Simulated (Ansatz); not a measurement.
Below is the output of a Python script on the Ansatz DFT code, driven from Python that makes a calculation of the elastic constants of NbC, space group Fm-3m. Write a script that gives it. Settings: PBE, PAW, cutoff 510 eV, 17×17×17 k-points, Methfessel-Paxton smearing of 0.1 eV.

Input file `POSCAR_nbc`:
```text
NbC
1.0
   0.00000000    2.23455000    2.23455000
   2.23455000    0.00000000    2.23455000
   2.23455000    2.23455000    0.00000000
Nb C
1 1
Direct
   0.00000000    0.00000000    0.00000000
   0.50000000    0.50000000    0.50000000
```

```console
$ python elastic_nbc.py
C11 = 700.3 GPa
C12 = 120.7 GPa
C13 = 120.7 GPa
C22 = 700.3 GPa
C23 = 120.7 GPa
C33 = 700.3 GPa
C44 = 178.8 GPa
C55 = 178.8 GPa
C66 = 178.8 GPa
smallest eigenvalue of C: 178.8 GPa; tensor positive definite: True
k_voigt_gpa      313.883
k_reuss_gpa      313.883
k_hill_gpa       313.883
g_voigt_gpa      223.194
g_reuss_gpa      211.135
g_hill_gpa       217.165
youngs_gpa       529.402
poisson            0.219
Young modulus along x, y, z (GPa): [664.8 664.8 664.8]
linear compressibility along x, y, z (1/TPa): [1.06 1.06 1.06]
```

One script that gives this output:

`elastic_nbc.py`
```python
"""Stiffness tensor and moduli of NbC."""

import warnings

import ansatz as az
from ase.io import read
import numpy as np

config = {
    "smearing_width": 0.1,
    "functional": "pbe",
    "scf_tol": 1e-10,
    "cutoff": 510,
    "mesh": (17, 17, 17),
}

warnings.simplefilter("ignore", az.DeckWarning)

atoms = read("POSCAR_nbc", format="vasp")
xtal = az.Crystal.from_ase(atoms)

calculation = (
    xtal.calculation()
    .occupations(az.OccupationsMethod.METHFESSEL_PAXTON, width=config["smearing_width"])
    .functional(config["functional"])
    .scf(tolerance=config["scf_tol"])
    .basis(config["cutoff"])
    .kpoints(*config["mesh"])
)
res = calculation.elastic("clamped_ion").run(threads=1)
elastic = res.elastic

C = np.asarray(elastic.c_gpa)
for i in range(6):
    for j in range(i, 6):
        if abs(C[i, j]) > 0.05:
            print(f"C{i + 1}{j + 1} = {C[i, j]:.1f} GPa")
print("smallest eigenvalue of C:", round(elastic.stability.min_eigenvalue_gpa, 1), "GPa; tensor positive definite:", elastic.stability.min_eigenvalue_gpa > 0)
# averaged moduli need a positive definite tensor
if elastic.stability.min_eigenvalue_gpa > 0:
    for name, value in elastic.moduli.to_plain().items():
        print(f"{name:14s} {value:9.3f}")
    S = np.linalg.inv(elastic.c_gpa)
    print("Young modulus along x, y, z (GPa):", np.round(1 / np.diag(S)[:3], 1))
    print("linear compressibility along x, y, z (1/TPa):", np.round(1000 * S[:3, :3].sum(axis=1), 2))
```

Reading the output:
- Spin is left out of this run.
- The cell isn't relaxed first, so the values belong to this volume.
- A positive definite tensor excludes instabilities under uniform strain alone; phonons elsewhere in the zone can still be imaginary.
- The cell stands under 3.2 GPa at these settings.
- The structure is a deposited one; some such entries were measured under pressure or heat, so a shift against it needn't be the functional's error alone.
- Shear constants of a metal converge slowly with the k-point mesh and can be wrong in sign on a coarse one; the constants belong to the cell that was strained.
- It ran for 78 s on 1 thread of Arm Neoverse V1, on a shared host, peak memory 0.67 GiB.

(A comment or docstring line of the script was reworded after the run, the code is as it ran.)
